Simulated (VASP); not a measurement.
Set up this calculation in VASP 6.6.1, as the native input.

| Item | Value |
| --- | --- |
| Task | vibrations by finite differences |
| Functional | PBE |
| Dispersion | D3(BJ) |
| Potentials or basis | VASP PAW PBE potentials, release 64 (Sb) |
| Cutoff | 520 eV |
| k mesh | 9 × 9 × 9 |
| Occupations | gaussian, width 0.02 eV |
| Spin | no spin polarisation |
| Further INCAR settings | ALGO = Normal; EDIFF = 1e-08; IBRION = 6; POTIM = 0.015; NSW = 1 |

The structure of Sb lies in POSCAR:

```
Sb
1.0
    2.1542000000      1.2437279500      3.7580000000
   -2.1542000000      1.2437279500      3.7580000000
    0.0000000000     -2.4874559000      3.7580000000
Sb
2
Direct
    0.2334900000      0.2334900000      0.2334900000
    0.7665100000      0.7665100000      0.7665100000
```

These files were run (other wordings do the same):

INCAR

```
PREC = Accurate
ENCUT = 520
EDIFF = 1E-8
ISMEAR = 0
SIGMA = 0.02
LREAL = False
LASPH = True
NELM = 60
ALGO = Normal
ISIF = 2
LWAVE = False
LCHARG = False
GGA = PE
IVDW = 12
IBRION = 6
NFREE = 2
POTIM = 0.015
NSW = 1
```

KPOINTS

```
regular mesh
0
Gamma
  9 9 9
```

Potentials or basis: VASP PAW PBE potentials, release 64 (Sb).

Launch:

```sh
$ cat potpaw_PBE.64/Sb/POTCAR > POTCAR
$ mpirun -np 1 vasp_std > vasp.out
```

Results of the run:

```
Highest phonon frequency at Γ : 158 cm⁻¹
Dispersion energy per atom    : -0.473 eV
```

Wall time 3.2 min on 1 thread of AMD EPYC 9R14 (Zen 4) (shared host), peak memory 0.4 GiB.
